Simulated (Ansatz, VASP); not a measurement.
Two plane-wave programs on GaSb

Contents of INCAR:

```
PREC = Accurate ; ENCUT = 600
EDIFF = 1E-7 ; ISMEAR = -1
SIGMA = 0.05 ; LREAL = F
LASPH = T ; NELM = 80
ALGO = Normal ; ISIF = 3
LWAVE = F ; LCHARG = F
GGA = PE ; IBRION = 2
NSW = 60 ; EDIFFG = -0.02
PSTRESS = 0
```

The input KPOINTS:

```
regular mesh
0
Gamma
  8 8 8
```

POSCAR

```
GaSb
1.0
    0.0000000000      3.0590000000      3.0590000000
    3.0590000000      0.0000000000      3.0590000000
    3.0590000000      3.0590000000      0.0000000000
Sb Ga
1 1
Direct
    0.7500000000      0.7500000000      0.7500000000
    0.0000000000      0.0000000000      0.0000000000
```

File input.yaml:

```yaml
crystal:
  lattice:
    - [0.0, 3.059, 3.059]
    - [3.059, 0.0, 3.059]
    - [3.059, 3.059, 0.0]
  atoms:
    - { symbol: Sb, position: [0.75, 0.75, 0.75] }
    - { symbol: Ga, position: [0.0, 0.0, 0.0] }
hamiltonian:
  xc: pbe
  pseudopotentials: { kind: paw }
kpoints:
  mp_grid: { grid: [8, 8, 8] }
scf:
  occupations: { method: fermi_dirac, width: 0.05 }
output:
  forces: true
  stress: true
  eigenvalues: true
relax:
  f_tol: 0.01
  max_steps: 40
  cell: { stress_tol: 0.05 }
```

Alike in both runs: task relaxation of cell and atoms; functional PBE; k mesh 8 × 8 × 8; occupations fermi-dirac, width 0.05 eV; no spin polarisation.

```csv
,VASP,Ansatz
version,VASP 6.6.1,Ansatz 0.2.0
potentials or method,"VASP PAW PBE potentials, release 64 (Sb, Ga_d)",Ansatz PAW
plane-wave cutoff (eV),600,420
valence electrons in the cell,18,28
```

```csv
,VASP,Ansatz,Ansatz less VASP
"gap on the k mesh at the Fermi level, each at its own relaxed structure (eV)",none,none,-
relaxed volume (Å³/atom),30.04,30.00,-0.036
relaxed cell length with the largest relative difference (Å),4.396,4.394,-0.0017
energy change over the relaxation (meV/atom),-10,-10,+0.5
```

A gap of «none» marks a metal or a gap that the smearing closes. The two sets of potentials don't hold the same shells in valence.

Caveats: the plane-wave basis is chosen anew once the cell has moved, so the energies of steps on either side of that aren't comparable (Ansatz). Spin-orbit coupling is left out, which matters for the levels of Sb. Zero-point motion and thermal expansion aren't in these numbers. PBE usually gives volumes a little too large and moduli too small.
